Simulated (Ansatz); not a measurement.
# MgF$_{2}$: from supercell energies to defect levels (H interstitial)

These are results of DFT PBE, scalar-relativistic, plane waves, PAW in Ansatz, not measurements. Settings: 420 eV cutoff, 2×2×2 k-mesh, shifted by half a step, Gaussian smearing of 0.01 eV, collinear spin in charge 0 alone.

Host crystal, relaxed:

```yaml
crystal:
  lattice:
    - [4.69758, 0.00000, 0.00000]
    - [0.00000, 4.69758, 0.00000]
    - [0.00000, 0.00000, 3.09299]
  atoms:
    - { symbol: Mg, position: [0.50000, 0.50000, 0.50000] }
    - { symbol: Mg, position: [0.00000, 0.00000, 0.00000] }
    - { symbol: F, position: [0.69643, 0.69643, 0.00000] }
    - { symbol: F, position: [0.80357, 0.19643, 0.50000] }
    - { symbol: F, position: [0.30357, 0.30357, 0.00000] }
    - { symbol: F, position: [0.19643, 0.80357, 0.50000] }
```

The H interstitial was set at (0.000, 0.500, 0.250) of the host cell, in a supercell of 48 sites (546 Å³), relaxed at fixed cell in each charge q. The host's Kohn–Sham gap is 6.84 eV and its static dielectric constant 5.6 (mean). For each charge: the supercell's free energy over the neutral one with q electrons exchanged at the valence band top, F(q) − F(0) + qE_v; the image-charge term; and the term that aligns the potential far from the defect with the host's.

| q | F(q) − F(0) + qE_v (eV) | image charge (eV) | alignment (eV) |
| --- | --- | --- | --- |
| +1 | -4.635 | 0.453 | 0.039 |
| 0 | 0.000 | 0.000 | 0.000 |
| -1 | 4.572 | 0.453 | -0.094 |

Task: Add the terms and find the levels between neighbouring charges, ε(q/q′) = [A(q′) − A(q)]/(q − q′), with and without the two corrections.

Result: A(q): -4.143 eV for +1, 0.000 eV for 0, 4.930 eV for -1.
```tsv
level	corrected (eV over E_v)	uncorrected (eV)
(+1/0)	4.14	4.64
(0/-1)	4.93	4.57
```

As a check, a point charge in a simple cubic cell of this volume has q²αe²/(2εL) = 0.444 q² eV (e² = 14.40 eV Å, α = 2.837, L = 8.17 Å); the shape of the real cell and the anisotropy of ε can change it somewhat. The term grows as q², so it pushes donor levels down and acceptor levels up.

Task: Which of these charges is lowest with the Fermi level at the valence band top, at mid-gap and at the conduction band bottom?

Result: The line A(q) + qE_F that lies lowest gives the charge: +1 at E_F = 0.00 eV, +1 at E_F = 3.42 eV, -1 at E_F = 6.84 eV. Charges beyond those computed could lie lower near the band edges.

Task: The neutral defect forms at 3.13 eV with atoms taken from and returned to the elements. What are the formation energies at those three Fermi levels, and what share of sites would hold the defect at 1200 K with E_F at mid-gap, if the host still stood at that temperature?

Result: E_f = E_f(0) + A(q) + qE_F = -1.01, 2.41, 1.23 eV. In the dilute limit the share is exp(−E_f/k_BT) = exp(−2.409/0.1034) = 7.6×10⁻¹¹, leaving out degeneracy and vibrational entropy. A negative value marks a Fermi level that can't be reached at these chemical potentials: the defect would form first and pull it back. This is the H-rich limit; a poorer supply of H, or a competing compound of it, raises E_f. The small cell and the narrow Kohn–Sham gap leave errors of tenths of an eV or more, which change the share by orders of magnitude.